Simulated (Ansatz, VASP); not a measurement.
SrCl2 in VASP and in Ansatz

```xyz
3
Lattice="0.0000 3.4855 3.5552 3.4855 0.0000 3.5552 3.4855 3.4855 0.0000" Properties=species:S:1:pos:R:3 pbc="T T T"
Sr    0.0000    0.0000    0.0000
Cl    1.7428    1.7428    1.7776
Cl    5.2283    5.2283    5.3328
```

Change from the starting cell: zz strain of +2 %, crystal datasets.

Alike in both runs: task electric field gradients; functional LDA; k mesh 8 × 8 × 8; occupations fermi-dirac, width 0.01 eV; no spin polarisation.

|  | VASP | Ansatz |
| --- | --- | --- |
| version | VASP 6.6.1 | Ansatz 0.2.0 |
| potentials or method | VASP PAW LDA potentials, release 64 (Sr_sv, Cl), cutoff 520 eV | all-electron PAW with datasets made for the crystal, scalar-relativistic |

VASP gave:

| Quantity | Value |
| --- | --- |
| gap on the k mesh at the Fermi level (eV) | 4.77 |
| pressure (GPa) | -3.2 |
| largest component of the traceless stress (GPa) | 0.64 |
| Vzz of the field gradient on the site that differs most (V/Å²) | 6.0 |

Question: Estimate Ansatz's values.

Answer: gap on the k mesh at the Fermi level (eV): 4.77; pressure (GPa): -3.3; largest component of the traceless stress (GPa): 0.64; Vzz of the field gradient on the site that differs most (V/Å²): 6.1.

Ansatz ran all-electron here, so the differences hold the error of VASP's frozen core and of both bases. Ansatz warned: «gradients_without_spin_orbit».

A k mesh can miss the band edges.
